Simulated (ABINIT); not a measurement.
Crystal: Ge.

```
Ge
1.0
    -1.60842    1.60842    1.87318
     1.60842   -1.60842    1.87318
     1.60842    1.60842   -1.87318
Ge
1
Direct
  0.50000 0.50000 0.00000
```

The cell was built by a generator and needn't be a form met in nature.

Base run:

* Program: ABINIT 10.8.3 (patched build)
* Functional: WC
* Potentials or basis: JTH PAW PBE v2.0
* Cutoff: 707 eV
* k mesh: 12 × 12 × 12
* Occupations: fermi-dirac, width 0.05 eV
* Spin: no spin polarisation

Its results: band gap on the k mesh none (metal or under the smearing width); pressure -2.1 GPa.

Problem. After a change of settings the same cell gave: band gap on the k mesh none (metal or under the smearing width); pressure -1.0 GPa. Which change was it?
A. functional from WC to PW91
B. functional from WC to AM05
C. functional from WC to RPBE
D. functional from WC to r2SCAN

Solution. D.

Caveats: the PAW data sets were made with another functional, which shifts forces and pressure a little.

Runs at the PBE level aren't shown here.
